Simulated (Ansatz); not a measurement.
# TiSi: the cost of one run

Program: Ansatz 0.2.0. Level of theory: DFT r2SCAN, scalar-relativistic, plane waves, PAW. These are calculated values, not measurements.

## Step 1: The system as given

Symmetry: Pnma, No. 62, orthorhombic system. The conventional cell has a = 6.512 Å, b = 3.632 Å, c = 4.993 Å, α = 90.00°, β = 90.00°, γ = 90.00°. Around Ti (site symmetry m) lie 7 Si at 2.56 to 2.76 Å. Si (site symmetry m) is surrounded by 2 Si at 2.39 Å and 7 Ti at 2.56 to 2.76 Å.

Coordinates:

```cif
data_structure
_symmetry_space_group_name_H-M 'P 1'
_symmetry_Int_Tables_number 1
_cell_length_a 6.5122
_cell_length_b 3.6317
_cell_length_c 4.9935
_cell_angle_alpha 90.000
_cell_angle_beta 90.000
_cell_angle_gamma 90.000
_cell_volume 118.10
loop_
_atom_site_label
_atom_site_type_symbol
_atom_site_fract_x
_atom_site_fract_y
_atom_site_fract_z
_atom_site_occupancy
Ti1 Ti 0.67568 0.25000 0.37178 1
Ti2 Ti 0.32432 0.75000 0.62822 1
Ti3 Ti 0.82432 0.75000 0.87178 1
Ti4 Ti 0.17568 0.25000 0.12822 1
Si1 Si 0.54393 0.25000 0.85540 1
Si2 Si 0.45607 0.75000 0.14460 1
Si3 Si 0.95607 0.75000 0.35540 1
Si4 Si 0.04393 0.25000 0.64460 1
```

The structure comes from the Materials Project (structure only).

(A quick probe on a coarse mesh, which set the mesh and smearing, is not shown.)

## Step 3: Relaxing cell and atoms

input.yaml

```yaml
crystal:
  lattice:
    - [6.51223075, 0.0, 0.0]
    - [0.0, 3.63174164, 0.0]
    - [0.0, 0.0, 4.99348361]
  atoms:
    - { symbol: Ti, position: [0.67568383, 0.25, 0.37178419] }
    - { symbol: Ti, position: [0.32431617, 0.75, 0.62821581] }
    - { symbol: Ti, position: [0.82431617, 0.75, 0.87178419] }
    - { symbol: Ti, position: [0.17568383, 0.25, 0.12821581] }
    - { symbol: Si, position: [0.54392999, 0.25, 0.85539789] }
    - { symbol: Si, position: [0.45607001, 0.75, 0.14460211] }
    - { symbol: Si, position: [0.95607001, 0.75, 0.35539789] }
    - { symbol: Si, position: [0.04392999, 0.25, 0.64460211] }
basis:
  ecutwfc: 500
kpoints:
  mp_grid: { grid: [6, 10, 8] }
hamiltonian:
  xc: r2scan
scf:
  occupations: { method: gaussian, width: 0.1 }
output:
  forces: true
  stress: true
  eigenvalues: true
relax:
  adjacent_minimum: "off"
  f_tol: 0.005
  max_steps: 80
  cell: { stress_tol: 0.05 }
```

Run with:

```console
$ ansatz run input.yaml --threads 2 --pin off --max-ram 5120MiB --backend cpu --events-out ev --progress --plain --runs-dir out
```

What time and memory should one allow on 2 threads of AMD EPYC (Zen 3), shared host?

About 5.9 min, with a peak of 0.98 GiB.
